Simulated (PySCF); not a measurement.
# Functional benchmark on one molecule

Molecule: Ethoxy ethane (C(C)OCC, C$_{4}$H$_{10}$O).

Geometry:
```
atom   x (Å)   y (Å)   z (Å)
  C1  -2.054   1.239   0.214
  C2  -0.550   1.115   0.198
  O3  -0.203  -0.217  -0.041
  C4   1.176  -0.444  -0.076
  C5   1.428  -1.910  -0.336
  H6  -2.358   2.280   0.399
  H7  -2.484   0.603   1.002
  H8  -2.476   0.917  -0.750
  H9  -0.123   1.459   1.164
 H10  -0.116   1.774  -0.585
 H11   1.650   0.176  -0.866
 H12   1.642  -0.135   0.884
 H13   0.978  -2.524   0.459
 H14   2.507  -2.120  -0.372
 H15   0.981  -2.212  -1.294
```

Geometry PBE0-D3(BJ)/def2-SVP throughout; GIAO in PySCF 2.14.0 with density-fitted response routines, gas phase, one conformer, non-relativistic; equivalent atoms averaged; basis pcSseg-1.

Reference values (measured; solution, THF-d8, 298 K; Fulmer et al., Organometallics 2010, 29, 2176): δ(H6/H7/H8/H13/H14/H15) = 1.12 ppm, δ(H9/H10/H11/H12) = 3.38 ppm, δ(C1/C5) = 15.5 ppm, δ(C2/C4) = 66.1 ppm. Computed shifts are taken against TMS, calculated as an isolated molecule at each level.

Task: How do the functionals HF, LDA, PBE, BLYP, BP86, OPBE, KT2, KT3, B97-D, B3LYP, PBE0, mPW1PW91, WP04, B97-2, BHandHLYP, CAM-B3LYP, wB97X-D, LC-wPBE perform against the reference? Times are CPU seconds on shared hosts with different chips, so compare them loosely.

Result: 
```csv
functional,kind,H6/H7/H8/H13/H14/H15,H9/H10/H11/H12,C1/C5,C2/C4,mean abs. error H,mean abs. error C,core-s
HF,Hartree–Fock,1.27,2.91,17.9,60.8,0.31,3.8,4.7
LDA,LDA,1.23,3.50,16.4,73.1,0.11,3.9,12
PBE,GGA,1.23,3.42,17.7,71.5,0.07,3.8,17
BLYP,GGA,1.25,3.44,18.5,73.0,0.09,5.0,17
BP86,GGA,1.23,3.43,17.9,71.6,0.08,3.9,18
OPBE,GGA,1.20,3.34,17.5,67.8,0.06,1.9,18
KT2,GGA,1.22,3.39,17.6,70.0,0.06,3.0,17
KT3,GGA,1.22,3.34,18.1,68.9,0.07,2.7,16
B97-D,GGA,1.25,3.41,18.4,70.5,0.08,3.7,15
B3LYP,global hybrid,1.25,3.29,18.2,70.3,0.11,3.5,9.4
PBE0,global hybrid,1.22,3.24,17.5,68.3,0.12,2.1,16
mPW1PW91,global hybrid,1.22,3.23,17.7,68.2,0.12,2.2,9.3
WP04,global hybrid,1.18,3.12,19.0,69.9,0.16,3.7,13
B97-2,global hybrid,1.23,3.24,17.9,67.9,0.12,2.1,13
BHandHLYP,global hybrid,1.25,3.12,17.9,66.7,0.19,1.5,13
CAM-B3LYP,range-separated hybrid,1.26,3.24,17.7,69.1,0.14,2.6,17
wB97X-D,range-separated hybrid,1.23,3.20,17.8,67.9,0.14,2.1,16
LC-wPBE,range-separated hybrid,1.22,3.15,17.2,66.4,0.16,1.0,25
```

For 1H the closest is KT2 (0.06 ppm, with OPBE, KT3, PBE, BP86, B97-D practically level) and the furthest HF (0.31 ppm).

For 13C the closest is LC-wPBE (1.0 ppm) and the furthest BLYP (5.0 ppm). One molecule is a small sample, and vibrational and solvent effects are absent from the calculation.
